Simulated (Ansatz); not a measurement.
Input and command of a plane-wave DFT calculation in Ansatz:

```yaml
crystal:
  lattice:
    - [3.1356825285, 0.0, 0.0]
    - [-1.5678412643, 2.7155807279, 0.0]
    - [0.0, 0.0, 45.4667540098]
  atoms:
    - { symbol: S, position: [0.0, 0.0, 0.3929616022] }
    - { symbol: Mo, position: [0.6666666667, 0.3333333333, 0.4283356747] }
    - { symbol: S, position: [0.3333333333, 0.6666666667, 0.4637097471] }
    - { symbol: S, position: [0.5, 0.0, 0.5362902529] }
    - { symbol: Mo, position: [0.8333333333, 0.6666666667, 0.5716643253] }
    - { symbol: S, position: [0.1666666667, 0.3333333333, 0.6070383978] }
  periodic: [true, true, false]
basis:
  ecutwfc: 420
kpoints:
  mp_grid: { grid: [18, 18, 1] }
  band_path:
    path:
      - [0, 0, 0]
      - [0.5, 0, 0]
      - [0.3333333333333, 0.3333333333333, 0]
      - [0, 0, 0]
    npoints: 8
hamiltonian:
  xc: pbe
  dispersion: d3bj
scf:
  occupations: { method: gaussian, width: 0.1 }
output:
  forces: true
  stress: true
  eigenvalues: true
  write_density: true
  write_potential: true
  elf: true
  volumetric_format: npy
relax:
  adjacent_minimum: "off"
  f_tol: 0.01
  max_steps: 50
  constraints: [{ sites: [0, 3], fix: xy }]
```

```bash
ansatz run input.yaml --threads 2 --pin off --max-ram 5120MiB --backend cpu --events-out ev --progress --plain --runs-dir out
```

Processor: Arm Neoverse V1, 2 threads, on a host shared with other jobs.

**Question.** Estimate time, memory and problem size.

**Answer.** About 6 min on 2 threads of Arm Neoverse V1, with other jobs on the host, peak memory 1.2 GiB. It solves 32 bands at 91 k points (the mesh reduced by symmetry) with about 7531 plane waves, in 29 SCF iterations over 4 ionic steps.
